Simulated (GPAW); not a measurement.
Runs of GPAW 26.7.0 on CoO. The structure is cubic, space group Fm-3m (No. 225). Conventional cell: a = 4.263 Å, b = 4.263 Å, c = 4.263 Å, α = 90.00°, β = 90.00°, γ = 90.00°. Co (site symmetry m-3m) has 6 O at 2.13 Å as nearest neighbours. O (site symmetry m-3m) has 6 Co at 2.13 Å as nearest neighbours. 

```tsv
task	level	potentials or basis	U	cell	k mesh	cutoff (eV)	band path	band points	lines	response ecut	response k mesh	gap on the mesh (eV)	pressure (GPa)	moment (μB)
band structure	PBEsol+U	PAW data sets generated in the run's folder for this functional, pw	Co d U = 3 eV	Fm-3m, 9.68 Å³/atom	11 × 11 × 11	800	GXWKGLUWLK,UX	80	-	-	-	-	(a)	3.00
magnons	LDA	the program's PAW data sets (release 1.2.1) made for this functional, pw	-	Fm-3m, 9.1 Å³/atom	9 × 9 × 9	600	-	-	2	150 eV	8 × 8 × 8	none	-	2.69
band structure	PBEsol+U	PAW data sets generated in the run's folder for this functional, pw	Co d U = 4 eV	Fm-3m, 9.68 Å³/atom	11 × 11 × 11	800	GXWKGLUWLK,UX	80	-	-	-	-	(b)	3.00
band structure	PBEsol+U	PAW data sets generated in the run's folder for this functional, pw	Co d U = 6 eV	Fm-3m, 9.68 Å³/atom	11 × 11 × 11	800	GXWKGLUWLK,UX	80	-	-	-	-	-6.1	3.00
electron localisation function	PBEsol+U	PAW data sets generated in the run's folder for this functional, pw	Co d U = 3.5 eV	Fm-3m, 9.68 Å³/atom	11 × 11 × 11	1040	-	-	-	-	-	none	-7.3	3.00
```

Alike in all rows: spin collinear, ferromagnetic start; smearing fermi-dirac 0.05 eV.

**Question.** Estimate the missing entries.

**Answer.** (a) -8.0; (b) -7.4.

Caveats: a cell with one magnetic atom can't hold antiferromagnetic order, which such compounds often take; the number of bands moves the energies at small q by some ten meV (some runs); the exchange constants hang on this mesh and on the site radius (some runs); magnon energies are noisy on this mesh (some runs); semilocal functionals often make such compounds metallic where correlation or magnetic order opens a gap, which also shifts bond lengths (some runs).

A gap of «none» marks a metal or a gap under the smearing width.
